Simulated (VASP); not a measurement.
**VASP 6.6.1 run: CdTe**

INCAR

```
ISIF = 2
GGA = PE
ISMEAR = -1
EDIFF = 1E-7
NELECT = 18.5
PREC = Accurate
SIGMA = 0.02
LCHARG = .FALSE.
LREAL = .FALSE.
NSW = 0
LASPH = .TRUE.
IBRION = -1
ENCUT = 520
NBANDS = 16
LWAVE = .FALSE.
NELM = 120
```

KPOINTS

```
KPOINTS created by Atomic Simulation Environment
0
Gamma
6 6 6
0 0 0
```

POSCAR

```
Cd Te
 1.0000000000000000
    -0.0000000000000000    3.2799551161722134    3.2799551161722134
     3.2799551161722134    0.0000000000000000    3.2799551161722134
     3.2799551161722134    3.2799551161722134    0.0000000000000000
 Cd  Te
   1   1
Cartesian
  0.0000000000000000  0.0000000000000000 -0.0000000000000000
  1.6399775580861065  1.6399775580861065  1.6399775580861065
```

The recommended PBE PAW datasets give the neutral cell 18 valence electrons.

Command

```
mpirun -np 1 vasp_std
```

OSZICAR

```
N       E                     dE             d eps       ncg     rms          rms(c)
DAV:   1     0.103952552511E+03    0.10395E+03   -0.84757E+03   520   0.988E+02
DAV:   2     0.697349293559E+00   -0.10326E+03   -0.98997E+02   592   0.241E+02
DAV:   3    -0.288517767074E+01   -0.35825E+01   -0.35708E+01   640   0.467E+01
DAV:   4    -0.291714292983E+01   -0.31965E-01   -0.31964E-01   736   0.383E+00
DAV:   5    -0.291722184911E+01   -0.78919E-04   -0.78919E-04   672   0.184E-01    0.937E+00
DAV:   6    -0.269774446593E+01    0.21948E+00   -0.47037E-01   568   0.606E+00    0.624E+00
DAV:   7    -0.268690656827E+01    0.10838E-01   -0.13693E-01   592   0.244E+00    0.143E+00
DAV:   8    -0.268612880227E+01    0.77777E-03   -0.17344E-02   592   0.157E+00    0.567E-01
DAV:   9    -0.268634444717E+01   -0.21564E-03   -0.12370E-03   608   0.348E-01    0.154E-01
DAV:  10    -0.268646942578E+01   -0.12498E-03   -0.14988E-04   608   0.901E-02    0.310E-02
DAV:  11    -0.268649786887E+01   -0.28443E-04   -0.51801E-05   624   0.670E-02    0.143E-02
DAV:  12    -0.268650571682E+01   -0.78480E-05   -0.15493E-05   576   0.368E-02    0.419E-03
DAV:  13    -0.268650591149E+01   -0.19467E-06   -0.93838E-07   664   0.778E-03    0.241E-03
DAV:  14    -0.268650585573E+01    0.55762E-07   -0.25618E-07   616   0.294E-03
   1 F= -.26865059E+01 E0= -.26843318E+01  d E =-.434812E-02
```

From OUTCAR

```
k-points           NKPTS =     16   k-points in BZ     NKDIM =     16   number of bands    NBANDS=     16

   NELECT =      18.5000    total number of electrons

   dimension x,y,z NGX =    36 NGY =   36 NGZ =   36
   dimension x,y,z NGXF=    72 NGYF=   72 NGZF=   72

  energy-cutoff  :      520.00
  volume of cell :       70.57
      direct lattice vectors                 reciprocal lattice vectors
     0.000000000  3.279955116  3.279955116    -0.152441110  0.152441110  0.152441110
     3.279955116  0.000000000  3.279955116     0.152441110 -0.152441110  0.152441110
     3.279955116  3.279955116  0.000000000     0.152441110  0.152441110 -0.152441110

 k-points in reciprocal lattice and weights: KPOINTS created by Atomic Simulation Env
   0.00000000  0.00000000  0.00000000       0.005
   0.16666667  0.00000000  0.00000000       0.037
   0.33333333  0.00000000  0.00000000       0.037
   0.50000000  0.00000000  0.00000000       0.019
   0.16666667  0.16666667  0.00000000       0.028
   0.33333333  0.16666667  0.00000000       0.111
   0.50000000  0.16666667  0.00000000       0.111
  -0.33333333  0.16666667  0.00000000       0.111
   ...

 E-fermi :   4.5907

 k-point     1 :       0.0000    0.0000    0.0000
  band No.  band energies     occupation
      1      -8.9884      2.00000
      2      -6.0512      2.00000
      3      -6.0512      2.00000
      4      -6.0512      2.00000
      5      -5.8097      2.00000
      6      -5.8097      2.00000
      7       1.9962      2.00000
      8       1.9962      2.00000
      9       1.9962      2.00000
     10       2.5481      2.00000
     11       6.5122      0.00000
     12       6.5122      0.00000
     13       6.5122      0.00000
     14       9.0723      0.00000
     15      11.1764      0.00000
     16      11.1764      0.00000

 k-point     2 :       0.1667    0.0000    0.0000
  band No.  band energies     occupation
      1      -8.8908      2.00000
      2      -6.0337      2.00000
      3      -6.0337      2.00000
      4      -5.9758      2.00000
      5      -5.8108      2.00000
      6      -5.8108      2.00000
      7       0.2607      2.00000
      8       1.7787      2.00000
      9       1.7787      2.00000
     10       3.6824      2.00000
     11       6.5392      0.00000
     12       6.8369      0.00000
     13       6.8369      0.00000
     14      10.0746      0.00000
     15      10.2503      0.00000
     16      10.2503      0.00000

 k-point     3 :       0.3333    0.0000    0.0000
  band No.  band energies     occupation
      1      -8.6937      2.00000
      2      -6.0037      2.00000
      3      -6.0037      2.00000
      4      -5.8070      2.00000
      5      -5.8070      2.00000
      6      -5.7225      2.00000
      7      -1.5064      2.00000
      8       1.4148      2.00000
      9       1.4148      2.00000
     10       3.7673      2.00000
     11       7.0941      0.00000
     12       7.0941      0.00000
     13       7.9479      0.00000
     14       9.6939      0.00000
     15      10.6579      0.00000
     16      10.6579      0.00000

 ...

  Total        5.6113052      5.6113052      5.6113052      0.0000000      0.0000000      0.0000000
  in kB      127.3915955    127.3915955    127.3915955      0.0000000      0.0000000      0.0000000
  external PRESSURE =     127.3915955 kB  Pullay stress =       0.0000000 kB

 POSITION                                       TOTAL-FORCE (eV/Angst)
 -----------------------------------------------------------------------------------
      0.00000      0.00000      0.00000         0.000000     -0.000000     -0.000000
      1.63998      1.63998      1.63998        -0.000000      0.000000      0.000000
 -----------------------------------------------------------------------------------
    total drift:                               -0.000000     -0.000000     -0.000000

  FREE ENERGIE OF THE ION-ELECTRON SYSTEM (eV)
  ---------------------------------------------------
  free  energy   TOTEN  =        -2.6865058557 eV

  energy  without entropy=       -2.6821577350  energy(sigma->0) =       -2.68433180
```

It converged. Results: pressure 12.7 GPa.

The cell is charged and sits in a uniform background.

For comparison, a separate PBE run of the intended cell, on usual settings and not on those above, gives a gap of 0.66 eV on its mesh and a pressure of 1.1 GPa.

The run above took about 25 s on one core of a shared host (Intel Xeon Platinum 8488C) and held 0.21 GiB at most.
